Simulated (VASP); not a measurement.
Runs of VASP 6.6.1 on BaTe. All rows change the cell; the cell of one of them follows. It takes space group R-3m (No. 166, trigonal). The conventional cell has a = 4.996 Å, b = 4.996 Å, c = 12.471 Å, α = 90.00°, β = 90.00°, γ = 120.00°. Ba (site symmetry -3m) is surrounded by 6 Te at 3.56 Å. Around Te (site symmetry -3m) lie 6 Ba at 3.56 Å. The cell was built by a generator and needn't be a form met in nature.

| level | cell | k mesh | smearing | exchange at q = 0 | grid for exact exchange (PRECFOCK) | screening parameter | gap on the mesh (eV) | pressure (GPa) |
| --- | --- | --- | --- | --- | --- | --- | --- | --- |
| HSE06 | shear_111 strain +1.9% | 4 × 4 × 4 | gaussian 0.01 eV | truncated | Normal | 0.2079 1/A | (a) | -0.6 |
| PBE | uniaxial_z strain +1.4% | 6 × 6 × 6 | fermi-dirac 0.02 eV | - | - | - | 1.60 | -0.1 |
| HSE06 | uniaxial_z strain +1.4% | 4 × 4 × 4 | gaussian 0.01 eV | truncated | Normal | 0.2079 1/A | (c) | -0.4 |
| r2SCAN | shear_111 strain +1.9% | 6 × 6 × 6 | gaussian 0.01 eV | - | - | - | 1.95 | (b) |

Alike in all rows: task single point; potentials or basis VASP PAW PBE potentials, release 64 (Ba_sv, Te); no spin polarisation; cutoff (eV) 520.

**Question.** Estimate the missing entries.

**Answer.** (a) 2.31; (b) -0.3; (c) 2.32.

Caveats: spin-orbit coupling is left out, which moves the levels of the heavy elements; the PAW data sets were made with another functional, which shifts forces and pressure a little (some runs).

A k mesh can miss the band edges, and the runs leave out spin-orbit coupling on Ba, Te.
